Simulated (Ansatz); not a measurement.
# AgI: the cost of one run

Program: Ansatz 0.2.0. Level of theory: reference: DFT, HSE06, plane waves, PAW. These are calculated values, not measurements.

1 further run of the same task is left out (for a known fault of the program).

## 1. The system as given

The structure is cubic, space group F-43m (No. 216). The conventional cell has a = 6.577 Å, b = 6.577 Å, c = 6.577 Å, α = 90.00°, β = 90.00°, γ = 90.00°. Around Ag (site symmetry -43m) lie 4 I at 2.85 Å. Around I (site symmetry -43m) lie 4 Ag at 2.85 Å.

Coordinates:

```
CELL_PARAMETERS angstrom
-2.32432 2.32432 3.29075
2.32432 -2.32432 3.29075
2.32432 2.32432 -3.29075
ATOMIC_POSITIONS crystal
Ag 0.25000 0.75000 0.50000
I 0.00000 0.00000 0.00000
```

## 2. Reference

Contents of input.yaml:

```yaml
crystal:
  lattice:
    - [-2.3243249503, 2.3243249503, 3.2907520899]
    - [2.3243249503, -2.3243249503, 3.2907520899]
    - [2.3243249503, 2.3243249503, -3.2907520899]
  atoms:
    - { symbol: Ag, position: [0.25, 0.75, 0.5] }
    - { symbol: I, position: [0.0, 0.0, 0.0] }
kpoints:
  mp_grid: { grid: [4, 4, 4] }
hamiltonian:
  xc: hse06
scf:
  occupations: { method: fixed }
  n_extra_bands: 4
output:
  forces: true
  stress: true
  eigenvalues: true
```

On the command line:

```bash
$ ansatz run input.yaml --threads 4 --pin off --max-ram 4608MiB --backend cpu --events-out ev --progress --plain --runs-dir out
```

What time and memory should one allow on 4 threads of Arm Neoverse V1, shared host?

About 12 s, with a peak of 1 GiB.
